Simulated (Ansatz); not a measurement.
BaSnO3 (cubic perovskite, Pm-3m) under volume change, the program Ansatz at the PBE level (PAW), scaled uniformly.

| V (Å³/atom) | E − E(relaxed) (meV/atom) | P (GPa) |
|---|---|---|
| 13.254 | 59.6 | 15.97 |
| 13.691 | ___ | ___ |
| 14.128 | ___ | ___ |
| 14.565 | 0.0 | -0.01 |
| 15.002 | 5.2 | -3.68 |
| 15.439 | 19.6 | -6.74 |
| 15.876 | 41.5 | -9.28 |

**Question.** Fill in the missing entries.

**Answer.** 
- 13.691, E − E(relaxed) (meV/atom): 24.8
- 13.691, P (GPa): 9.67
- 14.128, E − E(relaxed) (meV/atom): 5.8
- 14.128, P (GPa): 4.40

**Question.** What does a third-order Birch–Murnaghan fit give for V₀, B₀ and B′?

**Answer.** V₀ = 14.56 Å³/atom, B₀ = 134 GPa, B′ = 5.0.

The PBE relaxation kept the symmetry of its start. At this level the phase is dynamically unstable (imaginary phonons). Spin–orbit coupling is left out wherever it is not named.

Potentials: the later of the program's two PAW sets.
